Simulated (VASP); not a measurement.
Input of a VASP 6.6.1 run:

File POSCAR:

```
SiC
1.0
    0.0141589368      2.1706814528      2.1565225160
    2.1706814528      0.0141589368      2.1565225160
    2.1848403895      2.1848403895     -0.0000000001
Si C
1 1
Direct
    0.0006354580      0.0006354580     -0.0006354580
    0.2493645420      0.2493645420      0.2506354580
```

Contents of INCAR.step1:

```
SYSTEM = SiC
ALGO = Normal ; EDIFF = 1E-4
ENCUT = 520 ; GGA = PE
ISMEAR = 0 ; LASPH = .TRUE.
LCHARG = .FALSE. ; LREAL = .FALSE.
LWAVE = .TRUE. ; NBANDS = 11
NELM = 100 ; PREC = Accurate
SIGMA = 0.02
```

The input INCAR.step2:

```
SYSTEM = SiC
ALGO = Normal ; EDIFF = 1E-7
ENCUT = 520 ; ISIF = 2
ISMEAR = 0 ; ISTART = 1
LASPH = .TRUE. ; LCHARG = .FALSE.
LMIXTAU = .TRUE. ; LREAL = .FALSE.
LWAVE = .FALSE. ; METAGGA = R2SCAN
NBANDS = 11 ; NELM = 100
PREC = Accurate ; SIGMA = 0.02
```

Contents of KPOINTS:

```
k-points
0
G
  10 10 10
  0 0 0
```

Potentials or basis: VASP PAW PBE potentials, release 64 (Si, C).

Command:

```bash
$ cat potpaw_PBE.64/Si/POTCAR potpaw_PBE.64/C/POTCAR > POTCAR
$ cp INCAR.step1 INCAR
$ mpirun -np 1 vasp_std > vasp.out
$ cp INCAR.step2 INCAR
$ mpirun -np 1 vasp_std > vasp.out
```

(1) Estimate the band gap on the k mesh.

(2) What does it give for the pressure?

Answers

(1) 1.61 eV, indirect (least direct gap 4.96 eV).

(2) 3.8 GPa.

Caveat: the PAW data sets were made with another functional, which shifts forces and pressure a little.
